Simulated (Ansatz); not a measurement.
## Structure types of HfC compared at 170 GPa

Structure types of HfC are relaxed in primitive cells with their symmetry kept at 170 GPa, on PAW files; LAPW relaxes the small cells further and takes the PAW cell for the others (marked *). The enthalpy is E + pV at zero temperature, without zero-point motion. Only the types listed were tried, and differences under about 5 meV/atom are mesh noise. The real phase may be another.

Level of theory: DFT with PBE, scalar-relativistic, in Ansatz 0.2.0; Fermi–Dirac smearing of 0.1 eV, no spin polarisation. LAPW: all electrons, basis error target 0.5 meV/atom; PAW: frozen-core files, cutoff 420 eV.

k meshes: rocksalt 17×17×17, CsCl 15×15×15, WC 16×16×15, NiAs 11×11×6, zincblende 15×15×15.

Spin–orbit coupling is left out, which matters for the heavy atoms.

```
start type            ends as          a, b, c (Å)  V (Å³/atom)  H − H(lowest), LAPW (meV/atom)
  rocksalt    rocksalt, Fm-3m  4.125, 4.125, 4.125         8.77                             0.0
      CsCl        CsCl, Pm-3m  2.551, 2.551, 2.551         8.30                           851.6
        WC          WC, P-6m2  2.772, 2.772, 2.644         8.80                               ?
     NiAs*     NiAs, P6_3/mmc  2.830, 2.830, 5.190         9.00                           960.1
zincblende  zincblende, F-43m  4.305, 4.305, 4.305         9.97                               ?
```

Q: Fill in "H − H(lowest), LAPW (meV/atom)" for the row "zincblende".

A: 2650.7.

Q: Give the missing entry: row "WC", column "H − H(lowest), LAPW (meV/atom)".

A: 995.4.

Q: Split the lead of rocksalt over CsCl into energy and pV.

A: For CsCl less rocksalt: ΔE = +1353.2 meV/atom, and p·ΔV = 170 GPa × -0.4727 Å³ × 6.242 meV/(GPa·Å³) = -501.6 meV/atom, together 851.6 meV/atom. rocksalt wins by its internal energy, though it is the less dense.

Q: Would CsCl gain on rocksalt at higher pressure?

A: Yes: dH/dp = V, and its volume is smaller by 0.47 Å³/atom. Held constant, that would close the gap after about 290 GPa more, a rough figure, since the volume difference changes with pressure.
